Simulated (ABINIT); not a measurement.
# Ge (Fd-3m) in ABINIT: further runs, part 2 of 2

ABINIT 10.8.3 (patched build).

## 3. Band structure, rPW86PBE

Contents of run.abi:

```
# Datasets: ground state, then fixed potential
ndtset 2

# Pseudopotentials
pp_dirpath "./"
pseudos "Ge.GGA_PBE-JTH.xml"

# Structure
acell 7.5601949712 7.5601949712 7.5601949712
rprim
     0.0000000000     0.7071067812     0.7071067812
     0.7071067812     0.0000000000     0.7071067812
     0.7071067812     0.7071067812     0.0000000000
ntypat 1
znucl 32
natom 2
typat 1 1
xred
     0.7500000000     0.7500000000     0.7500000000
     0.5000000000     0.5000000000     0.5000000000

# Plane-wave basis
ecut 20.0
pawecutdg 40.0

# Exchange and correlation
ixc -144130

# Bands and occupations
occopt 3
tsmear 0.05 eV

# SCF cycle
nstep 100

# Output
iomode 3
prtwf 0
prteig 0
prtebands 0
prtden1 1

# Dataset 1
kptopt1 1
ngkpt1 8 8 8
nshiftk1 1
shiftk1 0.0 0.0 0.0
nband1 18
tolvrs1 1.0e-9

# Dataset 2: bands along G-X-W-K-G-L-U-W-L-K
iscf2 -2
getden2 1
nband2 22
nbdbuf2 2
tolwfr2 1.0e-12
kptopt2 -9
ndivsm2 6
prteig2 1
kptbounds2
     0.0000000000     0.0000000000     0.0000000000
     0.5000000000     0.0000000000     0.5000000000
     0.5000000000     0.2500000000     0.7500000000
     0.3750000000     0.3750000000     0.7500000000
     0.0000000000     0.0000000000     0.0000000000
     0.5000000000     0.5000000000     0.5000000000
     0.6250000000     0.2500000000     0.6250000000
     0.5000000000     0.2500000000     0.7500000000
     0.5000000000     0.5000000000     0.5000000000
     0.3750000000     0.3750000000     0.7500000000
```

Potentials or basis: JTH PAW PBE v2.0.

Run with:

```sh
abinit run.abi > log 2>&1
```

run.abo:

```text
.Version 10.8.3 of ABINIT
 DATASET    1 : space group Fd -3 m (#227); Bravais cF (face-center cubic)
================================================================================
 Values of the parameters that define the memory need for DATASET  1.
     intxc =       0    ionmov =       0      iscf =      17    lmnmax =      18
     lnmax =       6     mgfft =      32  mpssoang =       3    mqgrid =    3001
     natom =       2  nloc_mem =       2    nspden =       1   nspinor =       1
    nsppol =       1      nsym =      48    n1xccc =       1    ntypat =       1
    occopt =       3   xclevel =       2
       mpw =        1323          nfft =       32768          nkpt =          29
 PAW method is used; the additional fine FFT grid is defined by:
   mgfftf=        45    nfftf =     91125
================================================================================
================================================================================

 DATASET    2 : space group Fd -3 m (#227); Bravais cF (face-center cubic)
================================================================================
 Values of the parameters that define the memory need for DATASET  2.
     intxc =       0    ionmov =       0      iscf =      -2    lmnmax =      18
     lnmax =       6     mgfft =      32  mpssoang =       3    mqgrid =    3001
     natom =       2  nloc_mem =       2    nspden =       1   nspinor =       1
    nsppol =       1      nsym =      48    n1xccc =       1    ntypat =       1
    occopt =       3   xclevel =       2
       mpw =        1325          nfft =       32768          nkpt =         103
 PAW method is used; the additional fine FFT grid is defined by:
   mgfftf=        45    nfftf =     91125
================================================================================
================================================================================

--------------------------------------------------------------------------------
------------- Echo of variables that govern the present computation ------------
--------------------------------------------------------------------------------
 -outvars: echo values of preprocessed input variables --------
[... 1160 lines left out ...]
  -0.65080   -0.65080   -0.65080   -0.64952   -0.64952   -0.64162   -0.64162   -0.64162
  -0.64122   -0.64122   -0.21149    0.25251    0.25948    0.25948    0.25948    0.35466
   0.35466    0.35466    0.49651    0.61406    0.61406    0.66007
 kpt#   2, nband= 22, wtk=  1.00000, kpt=  0.0294  0.0000  0.0294 (reduced coord)
  -0.65083   -0.65081   -0.65081   -0.64952   -0.64947   -0.64180   -0.64163   -0.64163
  -0.64123   -0.64110   -0.21097    0.23498    0.25693    0.25693    0.27682    0.35289
   0.35784    0.35784    0.49943    0.60327    0.61457    0.66121
 kpt#   3, nband= 22, wtk=  1.00000, kpt=  0.0588  0.0000  0.0588 (reduced coord)
  -0.65091   -0.65084   -0.65084   -0.64946   -0.64929   -0.64210   -0.64157   -0.64157
  -0.64128   -0.64092   -0.20942    0.21438    0.25015    0.25015    0.29678    0.34807
   0.36656    0.36656    0.50778    0.58260    0.61618    0.66437
 kpt#   4, nband= 22, wtk=  1.00000, kpt=  0.0882  0.0000  0.0882 (reduced coord)
  -0.65099   -0.65090   -0.65090   -0.64936   -0.64903   -0.64244   -0.64147   -0.64147
  -0.64136   -0.64077   -0.20684    0.19375    0.24086    0.24086    0.31599    0.34113
   0.37907    0.37907    0.52057    0.56082    0.61887    0.66977
 kpt#   5, nband= 22, wtk=  1.00000, kpt=  0.1176  0.0000  0.1176 (reduced coord)
[... 381 lines left out ...]
  -0.63967   -0.63914   -0.10822   -0.02830    0.10814    0.17635    0.31532    0.44765
   0.48042    0.48291    0.56797    0.61994    0.70505    0.76394
 kpt# 101, nband= 22, wtk=  1.00000, kpt=  0.4000  0.4000  0.7000 (reduced coord)
  -0.65268   -0.65207   -0.64891   -0.64621   -0.64608   -0.64566   -0.64458   -0.64308
  -0.63963   -0.63907   -0.10058   -0.03431    0.10224    0.17120    0.31105    0.44679
   0.48501    0.50123    0.56117    0.61702    0.73416    0.77300
 kpt# 102, nband= 22, wtk=  1.00000, kpt=  0.3875  0.3875  0.7250 (reduced coord)
  -0.65270   -0.65209   -0.64884   -0.64626   -0.64591   -0.64552   -0.64485   -0.64314
  -0.63960   -0.63903   -0.09287   -0.04152    0.10022    0.16677    0.30710    0.42923
   0.50645    0.51790    0.55698    0.61815    0.75468    0.78632
 kpt# 103, nband= 22, wtk=  1.00000, kpt=  0.3750  0.3750  0.7500 (reduced coord)
  -0.65268   -0.65209   -0.64882   -0.64663   -0.64570   -0.64518   -0.64501   -0.64316
  -0.63959   -0.63904   -0.08686   -0.04774    0.10166    0.16320    0.30391    0.41064
   0.52294    0.53078    0.56142    0.62519    0.75667    0.80371

== END DATASET(S) ==============================================================
================================================================================

 -outvars: echo values of variables after computation  --------
            acell      7.5601949712E+00  7.5601949712E+00  7.5601949712E+00 Bohr
           etotal1    -1.9116470482E+02
            fcart1    -1.5740233088E-29  9.4441398527E-30 -1.7475169187E-46
                       1.5740233088E-29 -9.4441398527E-30  1.7475169187E-46
            rprim      0.0000000000E+00  7.0710678120E-01  7.0710678120E-01
                       7.0710678120E-01  0.0000000000E+00  7.0710678120E-01
                       7.0710678120E-01  7.0710678120E-01  0.0000000000E+00
           strten1    -2.0894140742E-04 -2.0894140742E-04 -2.0894140742E-04
                       0.0000000000E+00  0.0000000000E+00  0.0000000000E+00
           xangst      4.2433649972E+00  4.2433649972E+00  4.2433649972E+00
                       2.8289099981E+00  2.8289099981E+00  2.8289099981E+00
             xred      7.5000000000E-01  7.5000000000E-01  7.5000000000E-01
                       5.0000000000E-01  5.0000000000E-01  5.0000000000E-01
 Calculation completed.
```

Run time: 84 s. Hardware: 1 thread of Arm Neoverse V2, shared host; peak memory 0.15 GiB.

What came out:

- Free energy: -5201.8566 eV
- Band gap on the k mesh: none (metal or under the smearing width)
- Valence electrons inside the program's atomic spheres: Ge 12.42, 12.41 (radii [1.2196] Å)

Levels at the corners of the path, in eV from the Fermi level:
| point | band 12 | band 13 | band 14 | band 15 | band 16 | band 17 |
| --- | --- | --- | --- | --- | --- | --- |
| Γ | -0.20 | -0.01 | -0.01 | -0.01 | 2.58 | 2.58 |
| X | -8.96 | -3.07 | -3.07 | 0.81 | 0.81 | 9.44 |
| W | -8.86 | -3.87 | -3.87 | 4.29 | 4.29 | 4.79 |
| K | -8.37 | -4.30 | -2.63 | 1.20 | 4.11 | 7.16 |
| Γ | -0.20 | -0.01 | -0.01 | -0.01 | 2.58 | 2.58 |
| L | -7.63 | -1.41 | -1.41 | 0.11 | 3.81 | 3.81 |
| U | -8.37 | -4.30 | -2.63 | 1.20 | 4.11 | 7.16 |
| W | -8.86 | -3.87 | -3.87 | 4.29 | 4.29 | 4.79 |
| L | -7.63 | -1.41 | -1.41 | 0.11 | 3.81 | 3.81 |
| K | -8.37 | -4.30 | -2.63 | 1.20 | 4.11 | 7.16 |

Caveat: the cutoff is too short for stress, so the log's stress isn't used; the PAW data sets were made with another functional, which shifts forces and pressure a little; this crystal is a semiconductor, whose small gap the functional closes, so the metal is an error of the method.

## 4. Band structure, RPBE

run.abi: that of step 3 with these lines changed.

```diff
@@ -5,6 +5,6 @@
 pp_dirpath "./"
-pseudos "Ge.GGA_PBE-JTH.xml"
+pseudos "Ge.upf"
 
 # Structure
-acell 7.5601949712 7.5601949712 7.5601949712
+acell 4.0006828887 4.0006828887 4.0006828887 Angstrom
 rprim
@@ -22,7 +22,6 @@
 # Plane-wave basis
-ecut 20.0
-pawecutdg 40.0
+ecut 1061.244064 eV
 
 # Exchange and correlation
-ixc -144130
+ixc 15
 
@@ -30,3 +29,3 @@
 occopt 3
-tsmear 0.05 eV
+tsmear 0.00183747
 
@@ -40,2 +39,3 @@
 prtebands 0
+enunit 1
 prtden1 1
@@ -48,3 +48,3 @@
 nband1 18
-tolvrs1 1.0e-9
+tolvrs1 1.0e-10
 
@@ -59,2 +59,3 @@
 prteig2 1
+prtvol2 -3
 kptbounds2
```

Potentials or basis: PseudoDojo NC SR PBE v0.4.1 standard.

Run with:

```sh
abinit run.abi > log 2>&1
```

It took 3 min on 1 thread of Arm Neoverse V2, shared host; peak memory 0.2 GiB.

The run converged. Its results:

```
Free energy                                           : -4864.4070 eV
Pressure                                              : 6.1 GPa
Band gap on the k mesh                                : 0.20 eV, direct
Band gap along the path                               : 0.20 eV, direct
Valence electrons inside the program's atomic spheres : Ge 11.55 (radii [1.0584] Å)
```

Levels at the corners of the path, in eV from the valence-band top:
```csv
point,band 12,band 13,band 14,band 15,band 16,band 17
Γ,0.00,0.00,0.00,0.20,2.55,2.55
X,-8.84,-3.08,-3.08,0.80,0.80,9.58
W,-8.74,-3.90,-3.90,4.37,4.37,4.75
K,-8.25,-4.33,-2.64,1.21,4.13,7.30
Γ,0.00,0.00,0.00,0.20,2.55,2.55
L,-7.56,-1.41,-1.41,0.28,3.74,3.74
U,-8.25,-4.33,-2.64,1.21,4.13,7.30
W,-8.74,-3.90,-3.90,4.37,4.37,4.75
L,-7.56,-1.41,-1.41,0.28,3.74,3.74
K,-8.25,-4.33,-2.64,1.21,4.13,7.30
```

Caveat: the potentials were made for another functional, which shifts forces and pressure.

## 5. Band structure, OLYP

run.abi: that of step 4 with these lines changed.

```diff
@@ -5,10 +5,10 @@
 pp_dirpath "./"
-pseudos "Ge.upf"
+pseudos "Ge.GGA_PBE-JTH.xml"
 
 # Structure
-acell 4.0006828887 4.0006828887 4.0006828887 Angstrom
+acell 3*1.0
 rprim
-     0.0000000000     0.7071067812     0.7071067812
-     0.7071067812     0.0000000000     0.7071067812
-     0.7071067812     0.7071067812     0.0000000000
+     0.0000000000     5.3458651312     5.3458651312
+     5.3458651312     0.0000000000     5.3458651312
+     5.3458651312     5.3458651312     0.0000000000
 ntypat 1
@@ -22,6 +22,7 @@
 # Plane-wave basis
-ecut 1061.244064 eV
+ecut 544.227725 eV
+pawecutdg 40.0
 
 # Exchange and correlation
-ixc 15
+ixc -110131
 
@@ -41,2 +42,5 @@
 prtden1 1
+prtvha1 1
+prtvclmb1 1
+prtpot1 1
 
@@ -48,3 +52,3 @@
 nband1 18
-tolvrs1 1.0e-10
+tolvrs1 1.0e-9
 
@@ -57,5 +61,4 @@
 kptopt2 -9
-ndivsm2 6
+ndivsm2 8
 prteig2 1
-prtvol2 -3
 kptbounds2
```

Potentials or basis: JTH PAW PBE v2.0.

Run with:

```sh
abinit run.abi > log 2>&1
```

Run time: 99 s. Hardware: 1 thread of Arm Neoverse V2, shared host; peak memory 0.17 GiB.

It converged, with:

```yaml
Free_energy: -5218.3178 eV
Band_gap_on_the_k_mesh: 0.21 eV, direct
Valence_electrons_inside_the_program's_atomic_spheres: Ge 12.41, 12.40 (radii [1.2196] Å)
```

Levels at the corners of the path, in eV from the valence-band top:
| point | band 10 | band 11 | band 12 | band 13 | band 14 | band 15 | band 16 | band 17 | band 18 | band 19 |
| --- | --- | --- | --- | --- | --- | --- | --- | --- | --- | --- |
| Γ | -25.07 | -12.69 | 0.00 | 0.00 | 0.00 | 0.21 | 2.59 | 2.59 | 2.59 | 7.15 |
| X | -25.02 | -8.82 | -8.82 | -3.05 | -3.05 | 1.04 | 1.04 | 9.56 | 9.56 | 11.93 |
| W | -25.01 | -8.73 | -8.73 | -3.81 | -3.81 | 4.43 | 4.43 | 4.98 | 4.98 | 11.18 |
| K | -25.01 | -9.30 | -8.23 | -4.23 | -2.61 | 1.42 | 4.27 | 7.37 | 7.42 | 8.47 |
| Γ | -25.07 | -12.69 | 0.00 | 0.00 | 0.00 | 0.21 | 2.59 | 2.59 | 2.59 | 7.15 |
| L | -25.04 | -10.62 | -7.50 | -1.41 | -1.41 | 0.39 | 3.84 | 3.84 | 7.69 | 11.06 |
| U | -25.01 | -9.30 | -8.23 | -4.23 | -2.61 | 1.42 | 4.27 | 7.37 | 7.42 | 8.47 |
| W | -25.01 | -8.73 | -8.73 | -3.81 | -3.81 | 4.43 | 4.43 | 4.98 | 4.98 | 11.18 |
| L | -25.04 | -10.62 | -7.50 | -1.41 | -1.41 | 0.39 | 3.84 | 3.84 | 7.69 | 11.06 |
| K | -25.01 | -9.30 | -8.23 | -4.23 | -2.61 | 1.42 | 4.27 | 7.37 | 7.42 | 8.47 |

Caveat: the cutoff is too short for stress, so the log's stress isn't used; the PAW data sets were made with another functional, which shifts forces and pressure a little.

## 6. Overview

```csv
level,potentials or basis,cutoff (eV),fine-grid cutoff,gap on the mesh (eV),pressure (GPa)
AM05,PseudoDojo NC SR PBEsol v0.4.1 standard,1061,-,none,0.7
rPW86PBE,JTH PAW PBE v2.0,544,1088.46 eV,none,-
RPBE,PseudoDojo NC SR PBE v0.4.1 standard,1061,-,0.20,6.1
OLYP,JTH PAW PBE v2.0,544,1088.46 eV,0.21,-
```

Alike in all rows: task band structure; no spin polarisation; cell as given; k mesh 8 × 8 × 8; smearing fermi-dirac 0.05 eV.

Caveats: the potentials were made for another functional, which shifts forces and pressure (some runs); this crystal is a semiconductor, whose small gap the functional closes, so the metal is an error of the method (some runs); the PAW data sets were made with another functional, which shifts forces and pressure a little (some runs).

Absolute energies hang on the potentials; compare differences alone.

## 7. Comparison with measurements

Step 2. Measured gap of Ge: 0.807 eV (direct; 300 K; “Electronic and optical properties of SixGe1-x-ySny alloys lattice-matched to Ge”, 2021, arxiv:2109.02782). This calculation gives 0.00 eV (-0.81 eV). 3 values of this kind are on record (0.666 to 0.807 eV); this one was drawn at random among those near their median. Spin-orbit coupling on Ge is left out. The value is that of AM05 on a finite k mesh, which can miss the band edges, without temperature or zero-point motion. Semilocal functionals fall short of measured gaps as a rule.

Step 3. Measured gap of Ge: 0.744 eV (indirect; 0 K; “Temperature-dependent photoluminescence in Ge: experiment and theory”, 2020, arxiv:2003.00143). This calculation gives 0.00 eV (-0.74 eV). 3 values of this kind are on record (0.666 to 0.807 eV); this one was drawn at random among those near their median. Spin-orbit coupling on Ge is left out. The value is that of rPW86PBE on a finite k mesh, which can miss the band edges, without temperature or zero-point motion.

Step 4. Measured gap of Ge: 0.807 eV (direct; 300 K; “Electronic and optical properties of SixGe1-x-ySny alloys lattice-matched to Ge”, 2021, arxiv:2109.02782). This calculation gives 0.20 eV (-0.61 eV). 3 values of this kind are on record (0.666 to 0.807 eV); this one was drawn at random among those near their median. Spin-orbit coupling on Ge is left out. The value is that of RPBE, without temperature or zero-point motion. Semilocal functionals fall short of measured gaps as a rule.

Step 5. A measured gap of Ge is 0.744 eV (indirect; 0 K; “Temperature-dependent photoluminescence in Ge: experiment and theory”, 2020, arxiv:2003.00143); the calculated 0.21 eV misses it by -0.54 eV. 3 values of this kind are on record (0.666 to 0.807 eV); this one was drawn at random among those near their median. Spin-orbit coupling on Ge is left out. The value is that of OLYP on a finite k mesh, which can miss the band edges, without temperature or zero-point motion.
